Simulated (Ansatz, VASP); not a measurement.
Mo: VASP beside Ansatz

```
Mo
1.0
    -1.58381    1.58381    1.58381
     1.58381   -1.58381    1.58381
     1.58381    1.58381   -1.58381
Mo
1
Direct
  0.00000 0.00000 0.00000
```

Alike in both runs: task relaxation of cell and atoms; functional revPBE; dispersion D3(BJ); k mesh 12 × 12 × 12; occupations fermi-dirac, width 0.05 eV; no spin polarisation.

|  | VASP | Ansatz |
| --- | --- | --- |
| version | VASP 6.6.1 | Ansatz 0.2.0 |
| potentials or method | VASP PAW PBE potentials, release 64 (Mo_sv) | Ansatz PAW |
| plane-wave cutoff (eV) | 600 | 420 |
| valence electrons in the cell | 14 | 14 |

Ansatz gave:

```
gap on the k mesh at the Fermi level, each at its own relaxed structure (eV) : none
relaxed volume (Å³/atom)                                                     : 15.09
relaxed cell length with the largest relative difference (Å)                 : 2.696
energy change over the relaxation (meV/atom)                                 : -35
```

**Question.** What did VASP give for the same quantities?

**Answer.** gap on the k mesh at the Fermi level, each at its own relaxed structure (eV): none; relaxed volume (Å³/atom): 15.12; relaxed cell length with the largest relative difference (Å): 2.698; energy change over the relaxation (meV/atom): -33.

A gap of «none» marks a metal or a gap that the smearing closes.

Caveats: pairwise dispersion overbinds metals, which lowers pressure and volume; the PAW data sets were made with another functional, which shifts forces and pressure a little (VASP); the plane-wave basis is chosen anew once the cell has moved, so the energies of steps on either side of that aren't comparable (Ansatz); the PAW data sets come from PBE, with cores solved anew for the run's functional, which leaves a small shift of forces and pressure (Ansatz).
